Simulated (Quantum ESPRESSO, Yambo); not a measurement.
**SiC (Moissanite): changed settings of a GW run in Yambo**

What do changed inputs do to GW on SiC (Moissanite)?

Program: Yambo 5.3.0. Level of theory: PBE and many-body steps on it, plane waves. Results are calculated unless marked as measured.

## Step 1: Starting point

It takes space group P6_3mc (No. 186, hexagonal). The conventional cell has a = 3.076 Å, b = 3.076 Å, c = 5.048 Å, α = 90.00°, β = 90.00°, γ = 120.00°. Nearest to Si lie 4 C at 1.87 to 1.94 Å. C has 4 Si at 1.87 to 1.94 Å nearest. Farther neighbours are not listed.

Structure file:

```xyz
4
Lattice="3.0760 0.0000 0.0000 -1.5380 2.6639 0.0000 0.0000 0.0000 5.0480" Properties=species:S:1:pos:R:3 pbc="T T T"
Si    0.0000    1.7759    0.0000
Si    1.5380    0.8880    2.5240
C     0.0000    1.7759    1.9435
C     1.5380    0.8880    4.4675
```

The cell and positions come from the Crystallography Open Database and are kept as given unless a step says otherwise.

## Step 2: Base

This step: Yambo 5.3.0; G0W0 on PBE, plane waves, norm-conserving pseudopotentials.

Now the one-shot GW correction: screening in the RPA, then the self-energy of the levels asked for.

gw2.in reads:

```
HF_and_locXC
gw0
dyson
ppa
em1d
rim_cut
RandQpts= 1000000
RandGvec= 1 RL
EXXRLvcs= 74 Ry
VXCRLvcs= 296 Ry
Chimod= "HARTREE"
% BndsRnXp
 1 | 116 |
%
NGsBlkXp= 10.5 Ry
% LongDrXp
 1 | 1 | 1 |
%
% GbndRnge
 1 | 116 |
%
DysSolver= "n"
ExtendOut
PPAPntXp= 27.21138 eV
% QPkrange
 1 | 1 | 7 | 10 |
 19 | 19 | 7 | 10 |
 10 | 10 | 7 | 10 |
%
```

The run is started by

```console
$ OMP_NUM_THREADS=1 mpirun -n 8 yambo -F gw2.in -J gw2 -C gw2 > gw2.log
```

The log of the run:

```text
 Yambo, version 5.3.0

 [02] CORE Variables Setup
 =========================

  [... cell, symmetries and grids as in the set-up ...]

  [02.05] Energies & Occupations
  ==============================

  [X] === General ===
  [X] Electronic Temperature                        :  0.000000  0.000000 [eV K]
  [X] Bosonic    Temperature                        :  0.000000  0.000000 [eV K]
  [X] Finite Temperature mode                       : no
  [X] El. density                                   :  0.38681E+24 [cm-3]
  [X] Fermi Level                                   :  9.800985 [eV]

  [X] === Gaps and Widths ===
  [X] Conduction Band Min                           :  2.329375 [eV]
  [X] Valence Band Max                              :  0.000000 [eV]
  [X] Filled Bands                                  :   8
  [X] Empty Bands                                   :    9  273
  [X] Direct Gap                                    :  4.082938 [eV]
  [X] Direct Gap localized at k                     :  10
  [X] Indirect Gap                                  :  2.329375 [eV]
  [X] Indirect Gap between kpts                     :   1  19
  [X] Last valence band width                       :  4.041689 [eV]
  [X] 1st conduction band width                     :  3.376941 [eV]

 [03] Transferred momenta grid and indexing
 ==========================================

 IBZ Q-points                                      :  24
 BZ  Q-points                                      :  144

 K/Q-points units:
 rlu = crystal or reduced units; cc = cartesian coordinates; iku = interal k-units

 Q [ 1]         [rlu]:  0.000000  0.000000  0.000000
 Q [ 2]         [rlu]:  0.000000  0.000000  0.250000
 Q [ 3]         [rlu]:  0.000000  0.000000 -0.500000
 Q [ 4]         [rlu]:  0.52648E-17  0.16667       0.0000
 Q [ 5]         [rlu]:  0.52648E-17  0.16667      0.25000
 Q [ 6]         [rlu]:  0.52648E-17  0.16667     -0.50000
 Q [ 7]         [rlu]:  0.10530E-16  0.33333       0.0000
 Q [ 8]         [rlu]:  0.10530E-16  0.33333      0.25000
 Q [ 9]         [rlu]:  0.10530E-16  0.33333     -0.50000
 Q [10]         [rlu]: -0.15794E-16 -0.50000       0.0000
     [... 12 further rows ...]
 Q [23]         [rlu]: -0.10530E-16 -0.33333      0.25000
 Q [24]         [rlu]: -0.166667 -0.333333  0.250000

 [04] Coloumb potential Random Integration (RIM)
 ===============================================

  [04.01] RIM initialization
  ==========================

  * Diagonal components only detected *

  8 x (sBL volume)        :  0.049368 [a.u.]
  sBZ random points       :  1000000
  Points outside the sBZ  :   7980387
  RL volume               :  0.888629 [a.u.]
  Integrated volume       :  0.890813 [a.u.]

  [04.02] RIM integrals
  =====================

  Gamma point sphere radius             :  0.066543 [a.u.]
  Points outside the sphere             :   800052
  [Int_sBZ(q=0) 1/q^2]*(Vol_sBZ)^(-1/3) =:  7.695808
                                 should be <:  7.795600

  Summary of Coulomb integrals for non-metallic bands |Q|[au] RIM/Bare

  Q [1] 0.100000E-4 0.987199 * Q [2] 0.164665 0.990669
  Q [4] 0.208024 1.087162 * Q [5] 0.265308 1.047720
  Q [22] 0.265308 1.048576 * Q [3] 0.329330 1.005629
  Q [13] 0.360308 1.031354 * Q [6] 0.389528 1.013153
  Q [14] 0.396152 1.024294 * Q [7] 0.416047 1.023896
  Q [23] 0.447448 1.020214 * Q [8] 0.447448 1.019652
[...]
Q [18] 0.641386 1.009561 * Q [11] 0.645430 1.011360
  Q [12] 0.705637 1.008844 * Q [19] 0.720615 1.009561
  Q [20] 0.739189 1.009023 * Q [21] 0.792303 1.007466

 [WARNING] [Xp] User bands 1-116 break level degeneracy

 [05] Dipoles
 ============

  [05.01] Setup: observables and procedures
  =========================================

  [WARNING] [x,Vnl] slows the Dipoles computation. To neglect it rename the ns.kb_pp file

 [06] Dynamic Dielectric Matrix (PPA)
 ====================================

 [SLK-Inversion]  Pools        :  2
 [SLK-Inversion]  BLACS grid   :  2  2

 [WR./gw2//ndb.pp]---------------------------------------------------------------
  Brillouin Zone Q/K grids (IBZ/BZ)                :   24  144   24  144
  RL vectors                                       :   3863 [WF]
  Coulomb cutoff potential                         : none
  Electronic Temperature                           :  0.000000 [K]
  Bosonic    Temperature                           :  0.000000 [K]
  PPA    diel. fun.  energies                      : Perdew, Burke & Ernzerhof(X)+Perdew, Burke & Ernzerhof(C)
  wavefunctions                                    : Perdew, Burke & Ernzerhof(X)+Perdew, Burke & Ernzerhof(C)
  Global Gauge                                     : length
  X matrix size                                    :  147
  X band range                                     :    1  116
  X e/h energy range                               : -1.000000 -1.000000 [eV]
  X Time ordering                                  : R
  X Hxc Kernel                                     : HARTREE
  X Drude frequency                                :  0.000000  0.000000
  X poles                                          :  100.0000 [o/o]
  RL vectors in the sum                            :   3863
  [r,Vnl] included                                 : yes
  Field direction                                  :  0.577350E-5  0.577350E-5  0.577350E-5
  BZ energy Double Grid                            : no
  BZ energy DbGd points                            : 0
  BZ Q point size factor                           : -1.000000
  X Optical Averaged directions                    : none

 [07] Local Exchange-Correlation + Non-Local Fock
 ================================================

 [VXC] Plane waves :  23969
 [EXS] Plane waves :  3009

 QP @ state[ 1 ] K range:  1  1
 QP @ state[ 1 ] b range:   7  10
 QP @ state[ 2 ] K range:  10  10
 QP @ state[ 2 ] b range:   7  10
 QP @ state[ 3 ] K range:  19  19
 QP @ state[ 3 ] b range:   7  10

 [xc] Functional : Perdew, Burke & Ernzerhof(X)+Perdew, Burke & Ernzerhof(C)
 [xc] LIBXC used to calculate xc functional
  PP Number of Atomic Species                      :  2
  NLCC RL compoments                               :  23969
  PP Number of Atomic Species                      :  2
  NLCC RL compoments                               :  23969

 [xc] E_xc :  -6.098306 [Ha]
      E_xc :  -12.19661 [Ry]

  Local XC kind (lXC) : Perdew, Burke & Ernzerhof(X)+Perdew, Burke & Ernzerhof(C)
  Non-Local XC kind (nlXC) : Hartree-Fock

  Corrections @ K [1] :  [eV]
 <7|nlXC|7> = -17.61870 -0.98525E-17 <7|lXC|7> = -15.05519  0.15105E-14
 <8|nlXC|8> = -17.20569 -0.11706E-17 <8|lXC|8> = -14.88224  0.000000
 <9|nlXC|9> = -7.046528 -0.86160E-18 <9|lXC|9> = -12.18814  0.000000
 <10|nlXC|10> = -7.235779  0.11432E-17 <10|lXC|10> = -12.74597  0.000000

  Corrections @ K [10] :  [eV]
 <7|nlXC|7> = -15.99155 -0.86749E-17 <7|lXC|7> = -12.72520 -0.12981E-15
 <8|nlXC|8> = -17.61855 -0.14570E-16 <8|lXC|8> = -14.53465  0.000000
[...]
Corrections @ K [19] :  [eV]
[...]
<8|nlXC|8> = -16.82049  0.22590E-16 <8|lXC|8> = -12.97933  0.000000
 <9|nlXC|9> = -5.568475  0.24684E-17 <9|lXC|9> = -9.841561  0.000000
 <10|nlXC|10> = -6.215598  0.26323E-17 <10|lXC|10> = -12.29095  0.18882E-15

 [08] Dyson equation: Newton solver
 ==================================

  [08.01] G0W0 (W PPA)
  ====================

  [  GW  ] Bands range     :    1  116
  [GW/PPA] G damping       :  0.100000 [eV]

  QP @ state[ 1 ] K range:  1  1
  QP @ state[ 1 ] b range:   7  10
  QP @ state[ 2 ] K range:  10  10
  QP @ state[ 2 ] b range:   7  10
  QP @ state[ 3 ] K range:  19  19
  QP @ state[ 3 ] b range:   7  10

   Sc/G bands                                       :    1  116
   Sc/G damping                                     :  0.100000 ev
   Sc bands terminator                              : no
   Sx RL components                                 :  3009

   QP @ state[ 1 ] K range                          :  1  1
   QP @ state[ 1 ] b range                          :   7  10
   QP @ state[ 2 ] K range                          :  10  10
   QP @ state[ 2 ] b range                          :   7  10
   QP @ state[ 3 ] K range                          :  19  19
   QP @ state[ 3 ] b range                          :   7  10
   GF energies kind                                 : Perdew, Burke & Ernzerhof(X)+Perdew, Burke & Ernzerhof(C)
   GF WF`s kind                                     : Perdew, Burke & Ernzerhof(X)+Perdew, Burke & Ernzerhof(C)
   Xs energies kind                                 : Perdew, Burke & Ernzerhof(X)+Perdew, Burke & Ernzerhof(C)
   Xs WF`s kind                                     : Perdew, Burke & Ernzerhof(X)+Perdew, Burke & Ernzerhof(C)

 [11] Game Over & Game summary
```

Run time: 2.7 min. Hardware: 8 MPI ranks of Intel Xeon Platinum 8488C (Sapphire Rapids), shared host; peak memory 3.8 GiB; 21 min of CPU time.

Numbers from this step:

```
G0W0 gap on the points computed              : 2.924 eV
starting gap on the mesh                     : 2.329 eV
k of the valence top                         : 0, 0, 0
k of the conduction bottom                   : 0.3333, 0.3333, 0
least direct G0W0 gap on the computed points : 4.947 eV
Z at the valence top                         : 0.7988
Z at the conduction bottom                   : 0.8280
```

The gap on the mesh goes from 2.33 eV to 2.92 eV, a correction of +0.59 eV.

## Step 3: Pole fitted at another frequency

gw6.in, as its differences from gw2.in of step 2:

```diff
@@ -23,3 +23,3 @@
 ExtendOut
-PPAPntXp= 27.21138 eV
+PPAPntXp= 50 eV
 % QPkrange
```

The run is started by

```console
$ OMP_NUM_THREADS=1 mpirun -n 8 yambo -F gw6.in -J gw6 -C gw6 > gw6.log
```

The log of the run:

```text
 Yambo, version 5.3.0

 [02] CORE Variables Setup
 =========================

  [... cell, symmetries and grids as in the set-up ...]

  [02.05] Energies & Occupations
  ==============================

  [X] === General ===
  [X] Electronic Temperature                        :  0.000000  0.000000 [eV K]
  [X] Bosonic    Temperature                        :  0.000000  0.000000 [eV K]
  [X] Finite Temperature mode                       : no
  [X] El. density                                   :  0.38681E+24 [cm-3]
  [X] Fermi Level                                   :  9.800985 [eV]

  [X] === Gaps and Widths ===
  [X] Conduction Band Min                           :  2.329375 [eV]
  [X] Valence Band Max                              :  0.000000 [eV]
  [X] Filled Bands                                  :   8
  [X] Empty Bands                                   :    9  273
  [X] Direct Gap                                    :  4.082938 [eV]
  [X] Direct Gap localized at k                     :  10
  [X] Indirect Gap                                  :  2.329375 [eV]
  [X] Indirect Gap between kpts                     :   1  19
  [X] Last valence band width                       :  4.041689 [eV]
  [X] 1st conduction band width                     :  3.376941 [eV]

 [03] Transferred momenta grid and indexing
 ==========================================

 IBZ Q-points                                      :  24
 BZ  Q-points                                      :  144

 K/Q-points units:
 rlu = crystal or reduced units; cc = cartesian coordinates; iku = interal k-units

 Q [ 1]         [rlu]:  0.000000  0.000000  0.000000
 Q [ 2]         [rlu]:  0.000000  0.000000  0.250000
 Q [ 3]         [rlu]:  0.000000  0.000000 -0.500000
[...]
E_xc :  -12.19661 [Ry]

  Local XC kind (lXC) : Perdew, Burke & Ernzerhof(X)+Perdew, Burke & Ernzerhof(C)
  Non-Local XC kind (nlXC) : Hartree-Fock

  Corrections @ K [1] :  [eV]
 <7|nlXC|7> = -17.61870 -0.98525E-17 <7|lXC|7> = -15.05519  0.15105E-14
 <8|nlXC|8> = -17.20569 -0.11706E-17 <8|lXC|8> = -14.88224  0.000000
 <9|nlXC|9> = -7.046528 -0.86160E-18 <9|lXC|9> = -12.18814  0.000000
[...]
Corrections @ K [10] :  [eV]
[...]
Corrections @ K [19] :  [eV]
[...]
<9|nlXC|9> = -5.568475  0.24684E-17 <9|lXC|9> = -9.841561  0.000000
 <10|nlXC|10> = -6.215598  0.26323E-17 <10|lXC|10> = -12.29095  0.18882E-15

 [08] Dyson equation: Newton solver
 ==================================

  [08.01] G0W0 (W PPA)
  ====================

  [  GW  ] Bands range     :    1  116
  [GW/PPA] G damping       :  0.100000 [eV]

  QP @ state[ 1 ] K range:  1  1
  QP @ state[ 1 ] b range:   7  10
  QP @ state[ 2 ] K range:  10  10
  QP @ state[ 2 ] b range:   7  10
  QP @ state[ 3 ] K range:  19  19
  QP @ state[ 3 ] b range:   7  10

   Sc/G bands                                       :    1  116
   Sc/G damping                                     :  0.100000 ev
   Sc bands terminator                              : no
   Sx RL components                                 :  3009

   QP @ state[ 1 ] K range                          :  1  1
   QP @ state[ 1 ] b range                          :   7  10
   QP @ state[ 2 ] K range                          :  10  10
   QP @ state[ 2 ] b range                          :   7  10
   QP @ state[ 3 ] K range                          :  19  19
   QP @ state[ 3 ] b range                          :   7  10
   GF energies kind                                 : Perdew, Burke & Ernzerhof(X)+Perdew, Burke & Ernzerhof(C)
   GF WF`s kind                                     : Perdew, Burke & Ernzerhof(X)+Perdew, Burke & Ernzerhof(C)
   Xs energies kind                                 : Perdew, Burke & Ernzerhof(X)+Perdew, Burke & Ernzerhof(C)
   Xs WF`s kind                                     : Perdew, Burke & Ernzerhof(X)+Perdew, Burke & Ernzerhof(C)

 [11] Game Over & Game summary
```

The job ended after 1.8 min (8 MPI ranks; peak memory 3.8 GiB).

This step gave:

```
G0W0 gap on the points computed              : 2.935 eV
starting gap on the mesh                     : 2.329 eV
k of the valence top                         : 0, 0, 0
k of the conduction bottom                   : 0.3333, 0.3333, 0
least direct G0W0 gap on the computed points : 4.964 eV
Z at the valence top                         : 0.8055
Z at the conduction bottom                   : 0.8334
```

Against G0W0 in Yambo (6×6×4 mesh, 116 bands, screening to 142.9 eV, Godby-Needs plasmon pole), the gap moves by +0.012 eV.

(Continued in part 2 of 2.)

[Paths, hosts, dates, memory and timing lines, banners, echoed tables and standing remarks are left out of the program output.]

[Logs are printed without paths, hosts, clocks, repeated set-up lines and the standing remarks that a program may print on its own settings, such as how far it seeks lower states.]

[Runs of the session that timed out or met a known fault of the program may be left out.]

[Hosts, paths, dates, database ids (printed as entryN), source tags and the programs' standing remarks are cut or masked in the printed files.]
